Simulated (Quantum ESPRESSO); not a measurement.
# Cl in Quantum ESPRESSO: the effect of target pressure

Cl:

```
Cl
1.0
     3.14500   -2.25000    0.00000
     3.14500    2.25000    0.00000
     0.00000    0.00000    8.21000
Cl
4
Direct
  0.37000 0.63000 0.40000
  0.13000 0.87000 0.90000
  0.63000 0.37000 0.60000
  0.87000 0.13000 0.10000
```

Alike in all runs:

```yaml
Program: Quantum ESPRESSO 7.5
Task: phonons
Functional: PBEsol
Potentials_or_basis: PseudoDojo 0.4.1 SR PBEsol standard
Cutoff: 789 eV
Density_cutoff: 3157 eV
k_mesh: 4 × 4 × 2, shifted
Occupations: fermi-dirac, width 0.05 eV
Spin: no spin polarisation
```

Each run relaxes the cell or the atoms first.

```tsv
target pressure	relaxed volume (Å³/atom)	dielectric constant (mean)	highest phonon frequency (cm⁻¹)
0 GPa	26.29	4.59	464
5 GPa	20.04	6.94	454
10 GPa	18.11	8.36	454
20 GPa	16.04	10.69	461
40 GPa	?	?	?
```

Problem. What does the run with target pressure 40 GPa give?

Solution. Relaxed volume 13.91 Å³/atom; dielectric constant 14.78 mean; highest phonon frequency 487 cm⁻¹.

Worked out: In Murnaghan's law V^(-B') rises as a straight line in P. The other rows fit best with B' = 5.3, V0 = 26.37 Å³/atom and B0 = 8 GPa, which gives 14.18 Å³/atom at 40 GPa, against the run's 13.91. A parabola through the other rows of the dielectric constant, of slope -0.193  per GPa there, extrapolates to 10.10 , against the run's 14.78. The fit is too stiff a form for this range. A parabola through the other rows of the highest phonon frequency, of slope 5.62 cm⁻¹ per GPa there, extrapolates to 535 cm⁻¹, against the run's 487. The fit is too stiff a form for this range.

Caveats: the volume moved by over 15 % at a fixed basis, so the end points are rough (some runs); the cell is more than 3 GPa from zero pressure, which shifts response properties (some runs).
